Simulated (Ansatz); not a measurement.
Levels of theory for KF (Fm-3m)

All numbers come from Ansatz 0.2.0. No spin polarisation and no zero-point or thermal motion.

The cell is KF (started from an entry of an open crystallographic database); cell and atoms were relaxed with r2SCAN. The symmetry is Fm-3m (No. 225, cubic); conventional cell a = 5.318 Å, 18.80 Å³ an atom. K is surrounded by 6 F at 2.66 Å; F is surrounded by 6 K at 2.66 Å.

```yaml
crystal:
  lattice:
    - [0.00000, 2.65896, 2.65896]
    - [2.65896, 0.00000, 2.65896]
    - [2.65896, 2.65896, 0.00000]
  atoms:
    - { symbol: K, position: [0.00000, 0.00000, 0.00000] }
    - { symbol: F, position: [0.50000, 0.50000, 0.50000] }
```

Relaxed lattice by functional, symmetry kept:
```csv
functional,k mesh,a (Å),volume (Å³/atom)
PBE,8×8×8,5.419,19.89
r2SCAN,8×8×8,5.318,18.80
PBEsol,8×8×8,5.307,18.68
LDA,8×8×8,5.162,17.20
HSE06,6×6×6,5.369,19.35
```

On this one geometry the levels give:

| level | k mesh | gap (eV) | kind | edges | least direct gap (eV) | rough cost |
| --- | --- | --- | --- | --- | --- | --- |
| LDA | 8×8×8 | 5.88 | direct | Γ | 5.88 | 2 core-seconds |
| PBE | 8×8×8 | 6.26 | direct | Γ | 6.26 | 3 core-seconds |
| r2SCAN | 8×8×8 | 6.91 | direct | Γ | 6.91 | 5 core-seconds |
| HSE06 | 6×6×6 | 8.26 | direct | Γ | 8.26 | 70 core-seconds |
| DDH-PBE0 | 6×6×6 | 11.92 | direct | Γ | 11.92 | 90 core-seconds |
| PBE0 | 6×6×6 | 9.04 | direct | Γ | 9.04 | 70 core-seconds |
| r2SCAN0 | 6×6×6 | 9.42 | direct | Γ | 9.42 | 110 core-seconds |
| Hartree-Fock | 6×6×6 | 17.61 | direct | Γ | 17.61 | 80 core-seconds |
| G0W0@PBE (112 empty bands, 120 eV, 4×4×4) | 4×4×4 | 9.65 | – | Γ (mesh) | – | 17 core-seconds |
| G0W0@PBE (278 empty bands, 220 eV, 4×4×4) | 4×4×4 | 9.82 | – | Γ (mesh) | – | 120 core-seconds |

PBE: smearing of 0.02 eV; the others have fixed occupations.
Wave cutoffs: 420 eV, 500 eV (r2SCAN, r2SCAN0).
The G0W0 gap is PBE's gap over the path plus the quasiparticle shift read on the mesh. G0W0 here is at a finite number of bands, screening cutoff and k mesh, not at the basis limit.
Costs come from shared machines and give only the order; PBE's includes the band path. The runs had 2 threads of Arm Neoverse N1, on a shared host.

With HSE06 the gap is 8.26 eV and direct, at Γ.

r2SCAN covers 32 % of the step from PBE to HSE06, while HSE06 needs about 14 times r2SCAN's cost (on a coarser mesh). All these functionals give a gap of the same kind, direct.

r2SCAN (ground state on 8×8×8): The clamped-ion dielectric constant comes out as 1.94 in all directions. Born charges, averaged over directions: K +1.13, F -1.13 e. PBE (ground state on 8×8×8): The electronic dielectric tensor ε∞ is 2.00 in all directions. Born charges, averaged over directions: K +1.14, F -1.14 e.

On the PBEsol cell (a = 5.307 Å), with PBEsol: The optical mode at Γ lies at 179 cm⁻¹ without the longitudinal term. With the long-range field the highest mode reaches 314 cm⁻¹. The electronic dielectric tensor ε∞ is 2.02 in all directions. With the ions relaxed, ε⁰ is 6.2 in all directions. Born charges, averaged over directions: K +1.14, F -1.14 e.

The meshes of the hybrids are coarse, so their gaps aren't converged to the digits shown.
